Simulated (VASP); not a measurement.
Here is a VASP 6.6.1 calculation.

File INCAR:

```
  ALGO = Normal
  EDIFF = 1E-6
  ENCUT = 520
  GGA = RP
  ISIF = 2
  ISMEAR = -1
  LASPH = T
  LCHARG = F
  LREAL = F
  LWAVE = F
  NBANDS = 8
  NELM = 100
  PREC = Accurate
  SIGMA = 0.1
```

File KPOINTS:

```
k-points
0
Gamma
  13 13 13
```

The input POSCAR:

```
Al
1.0
    2.7393235938      0.0000000000      0.0000000000
    0.0000000000      2.7393235938      0.0000000000
    0.0000000000      0.0000000000      2.7393235938
Al
1
Direct
    0.0000000000      0.0000000000      0.0000000000
```

Potentials or basis: VASP PAW PBE potentials, release 64 (Al).

Run with:

```console
$ cat potpaw_PBE.64/Al/POTCAR > POTCAR
$ mpirun -np 1 vasp_std > vasp.out
```

(1) Predict the band gap on the k mesh.

(2) What does it give for the pressure?

Results:

(1) none (metal or under the smearing width).

(2) -0.1 GPa.

Caveat: the PAW data sets were made with another functional, which shifts forces and pressure a little.
